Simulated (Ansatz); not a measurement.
SiC: energy along a strain

SiC, F-43m, a = 4.356 Å. The compound has several low-lying forms, and this is one of them. Ansatz: r2SCAN, PAW, 500 eV, Γ-centred 10×10×10 mesh on 2 atoms, Gaussian smearing 0.05 eV; no spin polarisation. Cell vectors (Å): 0.000 2.178 2.178; 2.178 0.000 2.178; 2.178 2.178 0.000. The cell is strained by x per cent times the pattern (0 0 0 1 0 0) in the order xx yy zz yz xz xy (engineering shears), with fractional coordinates held. y is the free energy over the start, V0 = 10.334 Å³/atom. Symmetry makes y even in x. Points with a strain past 8.5 % were computed too (4) and aren't used here.

| x (%) | y (meV/atom) |
| --- | --- |
| -7.50 | 51.80 |
| 0.00 | 0.00 |
| 1.87 | ? |
| 3.75 | 12.90 |
| 5.62 | 29.02 |

Fit y = c2 x² + c4 x⁴ to the other rows, get the stiffness along the pattern, and predict the missing energy.

Least squares on the rows shown. y = 0.91615 x² + 8.4329×10⁻⁵ x⁴. The clamped-ion stiffness p·C·p = 2 × 9.162 eV × 160.2 / 10.334 Å³ = 284 GPa, which is C44 in these axes. At x = 1.87 the fit asked for gives 3.20 meV/atom. The run gave 3.21 meV/atom, so the fit is 0.01 meV/atom too low, a small miss on the scale of the series.

Cost: 9 runs of about 1.3 core-minutes in all, on Intel Xeon Platinum 8259CL (Skylake/Cascade Lake) (shared hosts).